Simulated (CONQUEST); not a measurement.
Wanted: the native input for a CONQUEST 1.3 run.

```yaml
Task: single point
Functional: PBE
Potentials_or_basis: PseudoDojo NC PBE, SZP, grid cutoff 120 Ha
k_mesh: 8 × 8 × 6
Occupations: fermi-dirac, width 0.05 eV
Spin: no spin polarisation
Solver: diagonalisation
SCF_tolerance: 1e-06
```

C:

```xyz
4
Lattice="2.5221 0.0000 0.0000 0.0000 2.5221 0.0000 0.0000 0.0000 3.5667" Properties=species:S:1:pos:R:3 pbc="T T T"
C     0.0116    1.2544    0.8932
C     1.2726    2.5154    2.6766
C     1.2296    1.2493    3.5451
C     2.4906    2.5103    1.7618
```

This isn't the form of C at room conditions, which is graphite.

The cell isn't the ideal one: atoms moved at random, drawn with an rms of 0.05 Å.

One way to write it, as run:

Conquest_input

```
IO.Title C
IO.Coordinates coords.dat
IO.FractionalAtomicCoords T
IO.Iprint 2
IO.Iprint_init 1
General.NumberOfSpecies 1
General.PseudopotentialType hamann
AtomMove.TypeOfRun static
AtomMove.FullStress T
Grid.GridCutoff 120
DM.SolutionMethod diagon
Diag.MPMesh T
Diag.GammaCentred T
Diag.MPMeshX 8
Diag.MPMeshY 8
Diag.MPMeshZ 6
Diag.kT 0.00183747
minE.SCTolerance 1e-6
SC.MaxIters 100
IO.AtomChargeOutput T
%block ChemicalSpeciesLabel
1 12.010 C
%endblock
```

coords.dat

```
    4.7660140857     0.0000000000     0.0000000000
    0.0000000000     4.7660140857     0.0000000000
    0.0000000000     0.0000000000     6.7401617577
4
  0.0045825000   0.4973565000   0.2504195000 1 T T T
  0.5045825000   0.9973565000   0.7504195000 1 T T T
  0.4875410000   0.4953390000   0.9939420000 1 T T T
  0.9875410000   0.9953390000   0.4939420000 1 T T T
```

Potentials or basis: PseudoDojo NC PBE, SZP, grid cutoff 120 Ha.

The run is started by

```sh
$ Conquest
```

It gave:

* Pressure: 19.1 GPa
* Largest force: 1.927 eV/Å
* Band gap on the k mesh: 3.61 eV

Caveat: the atomic basis is small; the basis of atomic orbitals isn't converged, which shifts pressures, moduli and gaps.

Wall time 27 s on 1 thread of AMD EPYC 9R45 (Zen 5), with other jobs on the host, peak memory 0.28 GiB.
